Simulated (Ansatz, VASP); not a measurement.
## TaN: VASP beside Ansatz

The input INCAR:

```
PREC = Accurate ; ENCUT = 520
EDIFF = 1E-7 ; ISMEAR = 0
SIGMA = 0.15 ; LREAL = False
LASPH = True ; NELM = 60
ALGO = Normal ; ISIF = 2
LWAVE = False ; LCHARG = True
LELF = True ; LVHAR = True
NBANDS = 15
```

Contents of KPOINTS:

```
regular mesh
0
Gamma
  18 18 18
```

File POSCAR:

```
TaN
1.0
    0.0000000000      2.1375325951      2.1375325951
    2.1375325951      0.0000000000      2.1375325951
    2.1375325951      2.1375325951      0.0000000000
Ta N
1 1
Direct
    0.4989139126      0.5010860874      0.5010860874
    0.0140304995     -0.0140304995     -0.0140304995
```

Input for Ansatz:

```yaml
crystal:
  lattice:
    - [0.0, 2.1375325951, 2.1375325951]
    - [2.1375325951, 0.0, 2.1375325951]
    - [2.1375325951, 2.1375325951, 0.0]
  atoms:
    - { symbol: Ta, position: [0.4989139126, 0.5010860874, 0.5010860874] }
    - { symbol: "N", position: [0.0140304995, -0.0140304995, -0.0140304995] }
basis:
  ecutwfc: 520.0
kpoints:
  mp_grid: { grid: [18, 18, 18] }
hamiltonian:
  xc: lda
  pseudopotentials: { kind: paw, azcp: { folder: soft_1 } }
scf:
  occupations: { method: gaussian, width: 0.15 }
output:
  forces: true
  stress: true
  eigenvalues: true
```

Change from the starting cell: mode 4 frozen in at -0.061 Å, equal normal strain along x, y and z -0.0167.

Alike in both runs: task single point; functional LDA; k mesh 18 × 18 × 18; occupations gaussian, width 0.15 eV; no spin polarisation.

```csv
,VASP,Ansatz
version,VASP 6.6.1,Ansatz 0.2.0
potentials or method,"VASP PAW LDA potentials, release 64 (Ta_pv, N)","scalar-relativistic, plane waves, PAW"
plane-wave cutoff (eV),520,520
valence electrons in the cell,16,18
```

VASP gave:

| Item | Value |
| --- | --- |
| gap on the k mesh at the Fermi level (eV) | none |
| pressure (GPa) | 24.9 |
| largest component of the traceless stress (GPa) | 1.93 |
| rms of the force components (eV/Å) | 0.449 |

Q: Estimate Ansatz's values.

A: gap on the k mesh at the Fermi level (eV): none; pressure (GPa): 22.1; largest component of the traceless stress (GPa): 1.89; rms of the force components (eV/Å): 0.443.

Atom by atom the forces differ by 0.006 eV/Å (rms over components). A gap of «none» marks a metal or a gap that the smearing closes. The two sets of potentials don't hold the same shells in valence. Ansatz warned: «pseudo_functional_mismatch».

Caveats: so large a pressure means that the cell lies far from this level's equilibrium, or that cutoff or potentials fall short (VASP). The runs have no spin-orbit coupling, so splittings on Ta are missing.
